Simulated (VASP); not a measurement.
# HgSe (d3) (F-43m) in VASP: a series of runs

One crystal, HgSe (d3), is run at these levels: PBE+D3(BJ); tasks: single point, relaxation of cell and atoms.

All numbers are computed with VASP 6.6.1; they aren't measurements. Logs are shortened: lines on timing, memory, paths and dates and some standing lists are left out, and cuts for length are marked.

## (1) The crystal as given

Symmetry: F-43m, No. 216, cubic system. Conventional cell: a = 6.173 Å, b = 6.173 Å, c = 6.173 Å, α = 90.00°, β = 90.00°, γ = 90.00°. Around Hg (site symmetry -43m) lie 4 Se at 2.67 Å. Se (site symmetry -43m) has 4 Hg at 2.67 Å as nearest neighbours.

## (2) Single point, PBE+D3(BJ)

Input file INCAR:

```
SYSTEM = HgSe
ALGO = Normal
EDIFF = 1E-6
ENCUT = 520
GGA = PE
ISIF = 2
ISMEAR = 0
IVDW = 12
LASPH = .TRUE.
LCHARG = .FALSE.
LREAL = .FALSE.
LWAVE = .FALSE.
NBANDS = 16
NELM = 100
PREC = Accurate
SIGMA = 0.1
```

Input file KPOINTS:

```
k-points
0
G
  12 12 12
  0 0 0
```

Input file POSCAR:

```
HgSe
1.0
    0.0000000000      3.0863667807      3.0863667807
    3.0863667807      0.0000000000      3.0863667807
    3.0863667807      3.0863667807      0.0000000000
Hg Se
1 1
Direct
    0.0000000000      0.0000000000      0.0000000000
    0.2500000000      0.2500000000      0.2500000000
```

Potentials or basis: VASP PAW PBE potentials, release 64 (Hg, Se).

Started as:

```sh
$ cat potpaw_PBE.64/Hg/POTCAR potpaw_PBE.64/Se/POTCAR > POTCAR
$ mpirun -np 1 vasp_std > vasp.out
```

OUTCAR:

```text
SYSTEM = HgSe
   EDIFF = 1E-6
   ENCUT = 520
   GGA = PE
   ISIF = 2
   ISMEAR = 0
   IVDW = 12
   LASPH = .TRUE.
   LREAL = .FALSE.
   NELM = 100
   PREC = Accurate
 IVDW          = 12

 ion  position               nearest neighbor table
   1  0.000  0.000  0.000-   2 2.67   2 2.67   2 2.67   2 2.67
   2  0.250  0.250  0.250-   1 2.67   1 2.67   1 2.67   1 2.67

  LATTYP: Found a face centered cubic cell.
 ALAT       =     6.1727335614

  Lattice vectors:

 A1 = (   0.0000000000,   3.0863667807,   3.0863667807)
 A2 = (   3.0863667807,   0.0000000000,   3.0863667807)
 A3 = (   3.0863667807,   3.0863667807,   0.0000000000)

Analysis of symmetry for initial positions (statically):
=====================================================================
 Subroutine PRICEL returns:
 Original cell was already a primitive cell.

 Routine SETGRP: Setting up the symmetry group for a
 face centered cubic supercell.

 Subroutine GETGRP returns: Found 24 space group operations
 (whereof 24 operations were pure point group operations)
 out of a pool of 48 trial point group operations.

The static configuration has the point symmetry T_d .

Analysis of symmetry for dynamics (positions and initial velocities):
=====================================================================
 Subroutine PRICEL returns:
 Original cell was already a primitive cell.

 Routine SETGRP: Setting up the symmetry group for a
 face centered cubic supercell.

 Subroutine GETGRP returns: Found 24 space group operations
 (whereof 24 operations were pure point group operations)
 out of a pool of 48 trial point group operations.

The dynamic configuration has the point symmetry T_d .

 Subroutine INISYM returns: Found 24 space group operations
 (whereof 24 operations are pure point group operations),
 and found     1 'primitive' translations

----------------------------------------------------------------------------------------

                                     Primitive cell

  volume of cell :      58.7994

  direct lattice vectors                    reciprocal lattice vectors
     0.000000000  3.086366781  3.086366781    -0.162002780  0.162002780  0.162002780
     3.086366781  0.000000000  3.086366781     0.162002780 -0.162002780  0.162002780
     3.086366781  3.086366781  0.000000000     0.162002780  0.162002780 -0.162002780

  length of vectors
     4.364781760  4.364781760  4.364781760     0.280597047  0.280597047  0.280597047

  position of ions in fractional coordinates (direct lattice)
     0.000000000  0.000000000  0.000000000
     0.250000000  0.250000000  0.250000000

  ion indices of the primitive-cell ions
   primitive index   ion index
                 1           1
                 2           2

----------------------------------------------------------------------------------------

 KPOINTS: k-points

Automatic generation of k-mesh.
 Grid dimensions read from file:
 generate k-points for:   12   12   12

 Generating k-lattice:

  Cartesian coordinates                     Fractional coordinates (reciprocal lattice)
    -0.013500232  0.013500232  0.013500232     0.083333333  0.000000000  0.000000000
     0.013500232 -0.013500232  0.013500232     0.000000000  0.083333333  0.000000000
     0.013500232  0.013500232 -0.013500232     0.000000000  0.000000000  0.083333333

  Length of vectors
     0.023383087  0.023383087  0.023383087

  Shift w.r.t. Gamma in fractional coordinates (k-lattice)
     0.000000000  0.000000000  0.000000000

 Subroutine IBZKPT returns following result:
 ===========================================

 Found     72 irreducible k-points:

 Following reciprocal coordinates:
            Coordinates               Weight
  0.000000  0.000000  0.000000      1.000000
  0.083333  0.000000  0.000000      8.000000
  0.166667  0.000000  0.000000      8.000000
  0.250000  0.000000  0.000000      8.000000
  0.333333  0.000000  0.000000      8.000000
  0.416667  0.000000  0.000000      8.000000
[... 16 lines left out ...]
  0.500000  0.166667  0.000000     24.000000
 -0.416667  0.166667  0.000000     24.000000
 [... further k-points ...]
   k-points           NKPTS =     72   k-points in BZ     NKDIM =     72   number of bands    NBANDS=     16
   number of dos      NEDOS =    301   number of ions     NIONS =      2
   total plane-waves  NPLWV =  32768
   dimension x,y,z NGX =    32 NGY =   32 NGZ =   32
   dimension x,y,z NGXF=    64 NGYF=   64 NGZF=   64
   ions per type =               1   1
   NGX,Y,Z   is equivalent  to a cutoff of  12.19, 12.19, 12.19 a.u.
   NGXF,Y,Z  is equivalent  to a cutoff of  24.38, 24.38, 24.38 a.u.
 SYSTEM =  HgSe
   PREC   = accura    normal or accurate (medium, high low for compatibility)
   ISTART =      0    job   : 0-new  1-cont  2-samecut
   ICHARG =      2    charge: 1-file 2-atom 10-const
   ISPIN  =      1    spin polarized calculation?
   LNONCOLLINEAR =      F non collinear calculations
   LSORBIT =      F    spin-orbit coupling
   LASPH  =      T    aspherical Exc in radial PAW
   ENCUT  =  520.0 eV  38.22 Ry    6.18 a.u.   8.12  8.12  8.12*2*pi/ulx,y,z
   NELM   =    100;   NELMIN=  2; NELMDL= -5     # of ELM steps
   EDIFF  = 0.1E-05   stopping-criterion for ELM
   LREAL  =      F    real-space projection
   EDIFFG = 0.1E-04   stopping-criterion for IOM
   NSW    =      0    number of steps for IOM
   IBRION =     -1    ionic relax: 0-MD 1-quasi-New 2-CG
   NFREE  =      0    steps in history (QN), initial steepest desc. (CG)
   ISIF   =      2    stress and relaxation
   ISYM   =      2    0-nonsym 1-usesym 2-fastsym
   POTIM  = 0.5000    time-step for ionic-motion
   TEBEG  =    0.0;   TEEND  =   0.0 temperature during run
   PSTRESS=    0.0 pullay stress
   NELECT =      18.0000    total number of electrons
   NUPDOWN=      -1.0000    fix difference up-down
   EMIN   =  10.00;   EMAX   =-10.00  energy-range for DOS
   EFERMI =   0.00;   METHOD = LEGACY
   ISMEAR =     0;   SIGMA  =   0.10  broadening in eV -4-tet -1-fermi 0-gaus
   EFERMI_NEDOS =   21; number of points for ismear=-14 and -15
   IALGO  =     38    algorithm
   IMIX   =      4    mixing-type and parameters
     AMIX     =   0.40;   BMIX     =  1.00
     AMIX_MAG =   1.60;   BMIX_MAG =  1.00
  volume/ion in A,a.u.               =      29.40       198.40
  Fermi-wavevector in a.u.,A,eV,Ry     =   1.103337  2.085004 16.563083  1.217352
  Thomas-Fermi vector in A             =   2.239793
   LORBIT       =      0    0 simple, 1 ext, 2 COOP (PROOUT), +10 PAW based schemes
   GGA     = PE    functional components
   LHFCALC =     F    Hartree Fock is set to
   AEXX    =    0.0000 exact exchange contribution
   IVDW    =    12    specifies the selected vdW correction
   LEPSILON=     F    determine dielectric tensor
   LRPA    =     F    only Hartree local field effects (RPA)
 non-spin polarized calculation
 Gauss-broadening in eV      SIGMA  =   0.10
  energy-cutoff  :      520.00
  volume of cell :       58.80
 maximum number of plane-waves:      1604
   NGX = 17   NGY = 17   NGZ = 17

 number of electron      17.9999997 magnetization

 Free energy of the ion-electron system (eV)
  ---------------------------------------------------
  ext. energy  EPLUGINS =         0.00000000
  ---------------------------------------------------
  free energy    TOTEN  =        -4.07007311 eV

  energy without entropy =       -4.06990976  energy(sigma->0) =       -4.06999144

 E-fermi :   1.4002     XC(G=0):  -8.8412

 val. band max:        1.3294045463   @ k =   0.0000   0.0000   0.0000
 cond. band min:       1.6750119484   @ k =   0.0833   0.0000   0.0000
 fundamental gap:      0.3456074021
 Fermi energy:         1.4002082040

 k-point     1 :       0.0000    0.0000    0.0000
  band No.  band energies     occupation
      1     -11.8293      2.00000
      2      -5.5828      2.00000
      3      -5.5828      2.00000
      4      -5.5828      2.00000
      5      -4.9128      2.00000
      6      -4.9128      2.00000
[... 8 lines left out ...]
     15      12.5615      0.00000
     16      12.5615      0.00000

 k-point     2 :       0.0833    0.0000    0.0000
  band No.  band energies     occupation
      1     -11.8020      2.00000
      2      -5.5705      2.00000
      3      -5.5700      2.00000
      4      -5.5700      2.00000
      5      -4.9138      2.00000
      6      -4.9138      2.00000
[... 8 lines left out ...]
     15      12.0299      0.00000
     16      12.0299      0.00000

 k-point     3 :       0.1667    0.0000    0.0000
  band No.  band energies     occupation
      1     -11.7264      2.00000
      2      -5.5361      2.00000
      3      -5.5361      2.00000
      4      -5.5226      2.00000
      5      -4.9147      2.00000
      6      -4.9147      2.00000
[... 8 lines left out ...]
     15      11.5528      0.00000
     16      11.5528      0.00000

 k-point     4 :       0.2500    0.0000    0.0000
  band No.  band energies     occupation
      1     -11.6205      2.00000
      2      -5.4934      2.00000
      3      -5.4934      2.00000
      4      -5.4109      2.00000
      5      -4.9097      2.00000
      6      -4.9097      2.00000
[... 8 lines left out ...]
     15      11.4617      0.00000
     16      11.4617      0.00000
[... 324 lines left out ...]
 k-point    22 :       0.4167    0.1667    0.0000
  band No.  band energies     occupation
      1     -11.4229      2.00000
      2      -5.4334      2.00000
      3      -5.3630      2.00000
      4      -5.1409      2.00000
      5      -4.8583      2.00000
      6      -4.8570      2.00000
[... 8 lines left out ...]
     15      12.5757      0.00000
     16      13.0893      0.00000

 k-point    23 :       0.5000    0.1667    0.0000
  band No.  band energies     occupation
      1     -11.3655      2.00000
      2      -5.4096      2.00000
      3      -5.3536      2.00000
      4      -4.9871      2.00000
      5      -4.8637      2.00000
      6      -4.6678      2.00000
[... 8 lines left out ...]
     15      12.6483      0.00000
     16      13.1931      0.00000

 k-point    24 :      -0.4167    0.1667    0.0000
  band No.  band energies     occupation
      1     -11.3580      2.00000
      2      -5.4005      2.00000
      3      -5.3629      2.00000
      4      -4.9296      2.00000
      5      -4.8853      2.00000
      6      -4.6153      2.00000
[... 8 lines left out ...]
     15      12.3440      0.00000
     16      12.5975      0.00000

 [... further k-points ...]

------------------------ aborting loop because EDIFF is reached ----------------------------------------

 Edisp (eV)   -0.63746

 E8    (eV) :    -0.2756

  FORCE on cell =-STRESS in cart. coord.  units (eV):
  Direction    XX          YY          ZZ          XY          YZ          ZX
  --------------------------------------------------------------------------------------
  -------------------------------------------------------------------------------------
  Total       0.08239     0.08239     0.08239     0.00000     0.00000    -0.00000
  in kB       2.24502     2.24502     2.24502     0.00000     0.00000    -0.00000
  external pressure =        2.25 kB  Pullay stress =        0.00 kB

 VOLUME and BASIS-vectors are now :
 -----------------------------------------------------------------------------
  energy-cutoff  :      520.00
  volume of cell :       58.80
      direct lattice vectors                 reciprocal lattice vectors
     0.000000000  3.086366781  3.086366781    -0.162002780  0.162002780  0.162002780
     3.086366781  0.000000000  3.086366781     0.162002780 -0.162002780  0.162002780
     3.086366781  3.086366781  0.000000000     0.162002780  0.162002780 -0.162002780

 POSITION                                       TOTAL-FORCE (eV/Angst)
 -----------------------------------------------------------------------------------
      0.00000      0.00000      0.00000        -0.000000     -0.000000     -0.000000
      1.54318      1.54318      1.54318         0.000000      0.000000      0.000000
 -----------------------------------------------------------------------------------
    total drift:                                0.000000      0.000000      0.000000

  FREE ENERGIE OF THE ION-ELECTRON SYSTEM (eV)
  ---------------------------------------------------
  free  energy   TOTEN  =        -4.7075351735 eV

  energy  without entropy=       -4.7073718265  energy(sigma->0) =       -4.70745350
```

Wall time 17 s (1 thread of Intel Xeon 6975P-C (Granite Rapids), shared host); peak memory 0.23 GiB.

Results:

| Item | Value |
| --- | --- |
| Free energy | -4.7075 eV |
| Pressure | 0.2 GPa |
| Band gap on the k mesh | none (metal or under the smearing width) |
| Dispersion energy per atom | -0.319 eV |

Caveat: pairwise dispersion overbinds metals, which lowers pressure and volume. Spin-orbit coupling is left out, which matters for the levels of Hg.

[end of part 1 of 2]
